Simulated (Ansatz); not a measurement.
Reaction (ligand exchange at the Si–N bond): `NC(=O)N[SiH3]` + `O[SiH](F)[SeH]` → `F[SiH]([SeH])O[SiH3]` + `NC(N)=O`

Isolated molecules relaxed with PBE0-D4/def2-TZVP in Ansatz; ΔE leaves out vibrations. CCSD(T)/CBS adds triple-zeta CCSD(T) − MP2 to the extrapolated MP2 energy (def2 sets, frozen cores). DFT in def2-TZVPP. B3LYP here is the variant with VWN-RPA as its local correlation; programs differ in this. For Se outer-core shells are correlated without core-valence functions, which leaves a few kJ/mol of doubt a bond. Scalar relativity is left out up to krypton. One conformer a species, not always the lowest.

```csv
level,ΔE (kJ/mol),difference from CCSD(T)/CBS
PBE0-D4,-43.8,3.5
B3LYP-D4,-50.2,-2.9
ωB97X-V,-47.1,0.2
ωB97M-V,-45.8,1.5
B2PLYP,-48.9,-1.6
r2SCAN,-45.7,1.6
PBE0,-43.0,4.3
B3LYP,-49.2,-1.9
HF/def2-TZVPP,-60.9,-13.6
MP2/def2-TZVPP,-46.4,0.9
SCS-MP2/def2-TZVPP,-49.5,-2.2
HF/def2-QZVPP,-62.3,-15.0
MP2/def2-QZVPP,-47.2,0.1
HF/CBS(def2),-62.5,-15.2
MP2/CBS(def2),-46.9,0.4
CCSD/CBS(def2),-49.6,-2.3
CCSD(T)/CBS,-47.3,0
```

Largest T1 diagnostic among the species: 0.014.

In def2-TZVPP, CCSD(T) changes the Hartree–Fock value by +14.2 kJ/mol (the triples alone add +2.4 kJ/mol) and MP2 by +14.5 kJ/mol. From PBE to PBE0 (25 % exact exchange), in def2-TZVPP and without D4, ΔE moves by −3.5 kJ/mol.

CCSD(T)/CBS has its own doubt, a few kJ/mol and more with outer-core shells, so smaller differences from it don't rank the levels.
